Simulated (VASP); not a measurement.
# SnTe (Fm-3m) in VASP: a series of runs, part 2 of 2

VASP 6.6.1. The steps go on from the part before.

## Step 4: Relaxation of cell and atoms, LDA

This run uses another cell than the first one, of 31.28 Å³/atom.

Input file INCAR:

```
SYSTEM = SnTe
PREC     = Accurate       ! precision mode
ENCUT    = 600            ! plane-wave cutoff, eV
EDIFF    = 1E-6           ! SCF threshold, eV
ISMEAR   = -1             ! smearing method
SIGMA    = 0.1            ! smearing width, eV
LREAL    = .False.        ! projectors in reciprocal space
LASPH    = .True.         ! aspherical terms in the spheres
NELM     = 100            ! most SCF steps
ALGO     = Normal         ! electronic algorithm
ISIF     = 3              ! what is computed and relaxed
LWAVE    = .False.        ! write WAVECAR
LCHARG   = .False.        ! write CHGCAR
GGA      = CA             ! functional
IBRION   = 2              ! ionic algorithm
NSW      = 100            ! ionic steps
EDIFFG   = -0.002         ! ionic threshold
```

Input file KPOINTS:

```
Automatic mesh
0
Gamma
  14 14 14
  0 0 0
```

Input file POSCAR:

```
SnTe
1.0
    0.0000000000      3.1508500000      3.1508500000
    3.1508500000      0.0000000000      3.1508500000
    3.1508500000      3.1508500000      0.0000000000
Sn Te
1 1
Direct
    0.0000000000      0.0000000000      0.0000000000
    0.5000000000      0.5000000000      0.5000000000
```

Run with:

```
> cat potpaw_LDA.64/Sn_d/POTCAR potpaw_LDA.64/Te/POTCAR > POTCAR
> mpirun -np 1 vasp_std > vasp.out
```

Wall time 74 s (1 thread of Intel Xeon 6975P-C (Granite Rapids), shared host); peak memory 0.26 GiB.

It converged, with:

```
Free energy                           : -8.8340 eV
Relaxed volume                        : 30.35 Å³/atom
Relaxed cell                          : a = 4.411 Å, b = 4.411 Å, c = 4.411 Å, α = 60.00°, β = 60.00°, γ = 60.00°
Space group after relaxing (to 0.1 Å) : Fm-3m (No. 225)
Energy gained by relaxing             : 4.3 meV/atom
Ionic steps                           : 3
Pressure after relaxing               : 0.0 GPa
Band gap on the k mesh                : 0.21 eV
```

Step by step:
```csv
step,energy change (eV),largest force (eV/Å),pressure (GPa),volume (Å³)
1,0.0000,0.0000,-1.45,62.56
2,-0.0074,0.0000,0.56,60.03
3,-0.0085,0.0000,0.00,60.71
```

Final structure:
```
Sn Te
1.0
     0.00000    3.11937    3.11937
     3.11937    0.00000    3.11937
     3.11937    3.11937    0.00000
Sn Te
1 1
Direct
  0.00000 0.00000 0.00000
  0.50000 0.50000 0.50000
```

Levels at points of the mesh, in eV from the valence-band top:
```
           k point  band 7  band 8  band 9  band 10  band 11  band 12  band 13  band 14
(0.00, 0.00, 0.00)   -4.60   -2.14   -2.14    -2.14     3.42     3.42     3.42     4.79
(0.50, 0.00, 0.00)   -8.48   -1.77   -1.77     0.00     0.21     0.36     0.36     7.87
(0.50, 0.50, 0.00)   -6.51   -5.71   -3.81    -3.81     2.13     5.07     5.07     6.60
```

Caveat: spin-orbit coupling is left out, which moves the levels of the heavy elements. LDA usually gives volumes a few per cent too small.

## Step 5: Relaxation of cell and atoms, LDA

This run uses another cell than the first one, of 31.28 Å³/atom.

Input file INCAR:

```
SYSTEM = SnTe
PREC = Accurate
ENCUT = 600
EDIFF = 1E-6
ISMEAR = -1
SIGMA = 0.005
LREAL = .FALSE.
LASPH = .TRUE.
NELM = 100
ALGO = Normal
ISIF = 3
LWAVE = .FALSE.
LCHARG = .FALSE.
GGA = CA
IBRION = 2
NSW = 100
EDIFFG = -0.002
```

Input file KPOINTS:

```
regular mesh
0
G
  14 14 14
  0 0 0
```

POSCAR is that of step 4.

Potentials or basis: VASP PAW LDA potentials, release 64 (Sn_d, Te).

Run with:

```
> cat potpaw_LDA.64/Sn_d/POTCAR potpaw_LDA.64/Te/POTCAR > POTCAR
> mpirun -np 1 vasp_std > vasp.out
```

OUTCAR:

```text
SYSTEM = SnTe
   PREC = Accurate
   ENCUT = 600
   EDIFF = 1E-6
   ISMEAR = -1
   LREAL = .FALSE.
   LASPH = .TRUE.
   NELM = 100
   ISIF = 3
   GGA = CA
   IBRION = 2
   NSW = 100
   EDIFFG = -0.002

 ion  position               nearest neighbor table
   1  0.000  0.000  0.000-   2 3.15   2 3.15   2 3.15   2 3.15   2 3.15   2 3.15
   2  0.500  0.500  0.500-   1 3.15   1 3.15   1 3.15   1 3.15   1 3.15   1 3.15

  LATTYP: Found a face centered cubic cell.
 ALAT       =     6.3017000000

  Lattice vectors:

 A1 = (   0.0000000000,   3.1508500000,   3.1508500000)
 A2 = (   3.1508500000,   0.0000000000,   3.1508500000)
 A3 = (   3.1508500000,   3.1508500000,   0.0000000000)

Analysis of symmetry for initial positions (statically):
=====================================================================
 Subroutine PRICEL returns:
 Original cell was already a primitive cell.
[... 268 lines left out ...]
      8       4.9144      2.00000
      9       4.9144      2.00000
     10       4.9144      2.00000
     11      10.4669      0.00000
     12      10.4669      0.00000
     13      10.4669      0.00000
     14      11.8419      0.00000
[... 377 lines left out ...]
      1     -14.6946      2.00000
      2     -14.6874      2.00000
      3     -14.6776      2.00000
      4     -14.6723      2.00000
      5     -14.6716      2.00000
      6      -5.2984      2.00000
      7       0.4241      2.00000
      8       4.3056      2.00000
      9       4.4507      2.00000
     10       5.9196      2.00000
     11       8.1999      0.00000
     12       9.9846      0.00000
     13      10.0195      0.00000
     14      10.9600      0.00000

 [... further k-points ...]

------------------------ aborting loop because EDIFF is reached ----------------------------------------

  FORCE on cell =-STRESS in cart. coord.  units (eV):
  Direction    XX          YY          ZZ          XY          YZ          ZX
  --------------------------------------------------------------------------------------
  -------------------------------------------------------------------------------------
  Total       -0.0012899     -0.0012899     -0.0012899     -0.0000000      0.0000000      0.0000000
  in kB       -0.0340310     -0.0340310     -0.0340310     -0.0000000      0.0000000      0.0000000
  external PRESSURE =      -0.0340310 kB  Pullay stress =       0.0000000 kB
[... 17 lines left out ...]
  FREE ENERGIE OF THE ION-ELECTRON SYSTEM (eV)
  ---------------------------------------------------
  free  energy   TOTEN  =        -8.8327096095 eV

  energy  without entropy=       -8.8327096095  energy(sigma->0) =       -8.83270961

 reached required accuracy - stopping structural energy minimisation
```

OSZICAR:

```text
N       E                     dE             d eps       ncg     rms          rms(c)
DAV:   1     0.130550767476E+03    0.13055E+03   -0.10548E+04  2912   0.181E+03
DAV:   2     0.306910215129E+01   -0.12748E+03   -0.12562E+03  3032   0.397E+02
DAV:   3    -0.856006238083E+01   -0.11629E+02   -0.11510E+02  3860   0.104E+02
DAV:   4    -0.887523851704E+01   -0.31518E+00   -0.31506E+00  3194   0.187E+01
[... 22 lines left out ...]
DAV:   3    -0.883289585020E+01    0.40674E-02   -0.12388E-02  3592   0.178E+00    0.702E-02
DAV:   4    -0.883277705527E+01    0.11879E-03   -0.34370E-04  3022   0.195E-01    0.699E-02
DAV:   5    -0.883271126168E+01    0.65794E-04   -0.51802E-05  4378   0.642E-02    0.159E-02
DAV:   6    -0.883270977900E+01    0.14827E-05   -0.54609E-06  2450   0.420E-02    0.362E-03
DAV:   7    -0.883270960949E+01    0.16951E-06   -0.22312E-07  1492   0.567E-03
   3 F= -.88327096E+01 E0= -.88327096E+01  d E =-.835025E-02
```

CONTCAR:

```text
SnTe
   1.00000000000000
     0.0000000000000000    3.1197932062676785    3.1197932062676785
     3.1197932062676785   -0.0000000000000000    3.1197932062676785
     3.1197932062676785    3.1197932062676785    0.0000000000000000
  Sn              Te
     1     1
Direct
     0.0000000000000000    0.0000000000000000    0.0000000000000000
     0.5000000000000000    0.5000000000000000    0.5000000000000000

  0.00000000E+00  0.00000000E+00  0.00000000E+00
  0.00000000E+00  0.00000000E+00  0.00000000E+00
```

It took 70 s on 1 thread of Intel Xeon 6975P-C (Granite Rapids), shared host; peak memory 0.26 GiB.

What came out:

| Quantity | Value |
| --- | --- |
| Free energy | -8.8327 eV |
| Relaxed volume | 30.37 Å³/atom |
| Relaxed cell | a = 4.412 Å, b = 4.412 Å, c = 4.412 Å, α = 60.00°, β = 60.00°, γ = 60.00° |
| Space group after relaxing (to 0.1 Å) | Fm-3m (No. 225) |
| Energy gained by relaxing | 4.2 meV/atom |
| Ionic steps | 3 |
| Pressure after relaxing | 0.0 GPa |
| Band gap on the k mesh | 0.21 eV |

The path:
| step | energy change (eV) | largest force (eV/Å) | pressure (GPa) | volume (Å³) |
| --- | --- | --- | --- | --- |
| 1 | 0.0000 | 0.0000 | -1.44 | 62.56 |
| 2 | -0.0072 | 0.0000 | 0.57 | 60.05 |
| 3 | -0.0084 | 0.0000 | 0.00 | 60.73 |

Final structure:
```
Sn Te
1.0
     0.00000    3.11979    3.11979
     3.11979    0.00000    3.11979
     3.11979    3.11979    0.00000
Sn Te
1 1
Direct
  0.00000 0.00000 0.00000
  0.50000 0.50000 0.50000
```

Levels at points of the mesh, in eV from the valence-band top:
```tsv
k point	band 6	band 7	band 8	band 9	band 10	band 11	band 12	band 13	band 14
(0.00, 0.00, 0.00)	-12.97	-4.60	-2.13	-2.13	-2.13	3.42	3.42	3.42	4.79
(0.50, 0.00, 0.00)	-11.61	-8.47	-1.77	-1.77	0.00	0.21	0.36	0.36	7.87
(0.50, 0.50, 0.00)	-11.29	-6.51	-5.71	-3.80	-3.80	2.13	5.07	5.07	6.59
```

Caveat: spin-orbit coupling is left out, which moves the levels of the heavy elements. A k mesh can miss the band edges.

## Step 6: Summary

| task | cell | cutoff (eV) | smearing | gap on the mesh (eV) | pressure (GPa) | relaxed volume (Å³/atom) |
| --- | --- | --- | --- | --- | --- | --- |
| single point | a = 4.410 Å, angles 60.0°, 2 atoms | 520 | fermi-dirac 0.1 eV | 0.21 | 0.0 | - |
| single point | a = 4.410 Å, angles 60.0°, 2 atoms | 520 | fermi-dirac 0.005 eV | 0.21 | 0.0 | - |
| relaxation of cell and atoms | relaxed from a = 4.456 Å, angles 60.0°, 2 atoms | 600 | fermi-dirac 0.1 eV | 0.21 | 0.0 | 30.35 |
| relaxation of cell and atoms | relaxed from a = 4.456 Å, angles 60.0°, 2 atoms | 600 | fermi-dirac 0.005 eV | 0.21 | 0.0 | 30.37 |

Alike in all rows: level LDA; potentials or basis VASP PAW LDA potentials, release 64 (Sn_d, Te); no spin polarisation; k mesh 14 × 14 × 14.

Caveats: spin-orbit coupling is left out, which moves the levels of the heavy elements.

Absolute energies hang on the potentials; compare differences alone.

## Step 7: Comparison with measurements

Step 3. A measured gap of SnTe is 0.18 eV (direct; 300 K; a printed reference work, textbook); the calculated 0.21 eV misses it by +0.03 eV. Spin-orbit coupling on Sn, Te is left out. The value is that of LDA on a finite k mesh, which can miss the band edges, without temperature or zero-point motion.
